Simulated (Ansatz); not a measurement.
Crystal: InPd.

```xyz
2
Lattice="3.2719 0.0000 0.0000 0.0000 3.2719 0.0000 0.0000 0.0000 3.2719" Properties=species:S:1:pos:R:3 pbc="T T T"
In    0.0000    0.0000    0.0000
Pd    1.6359    1.6359    1.6359
```

The cell comes from a database or a generator and needn't be the stable form of this composition.

* Program: Ansatz 0.2.0
* Task: relaxation of cell and atoms
* Functional: PBE
* Potentials or basis: Ansatz PAW
* Cutoff: 420 eV (not typed: the program's choice for these potentials)
* k mesh: 8 × 8 × 8
* Occupations: fermi-dirac, width 0.05 eV
* Spin: no spin polarisation

At the start: volume 17.51 Å³/atom.

Q: Where does the relaxation end?

A: It ends after 4 steps and the volume is 18.04 Å³/atom (+3.0 %); space group Pm-3m (No. 221, to 0.05 Å).

Step by step:
```tsv
step	energy change (eV)	largest force (eV/Å)	volume (Å³)
1	0.0000	0.0000	35.03
2	-0.0108	0.0000	36.17
3	-0.0110	0.0000	36.07
4	-0.0114	0.0000	36.07
```

Final structure:
```
CELL_PARAMETERS angstrom
3.30408 0.00000 0.00000
0.00000 3.30408 0.00000
0.00000 0.00000 3.30408
ATOMIC_POSITIONS crystal
In 0.00000 0.00000 0.00000
Pd 0.50000 0.50000 0.50000
```

Caveat: the plane-wave basis is chosen anew once the cell has moved, so the energies of steps on either side of that aren't comparable.
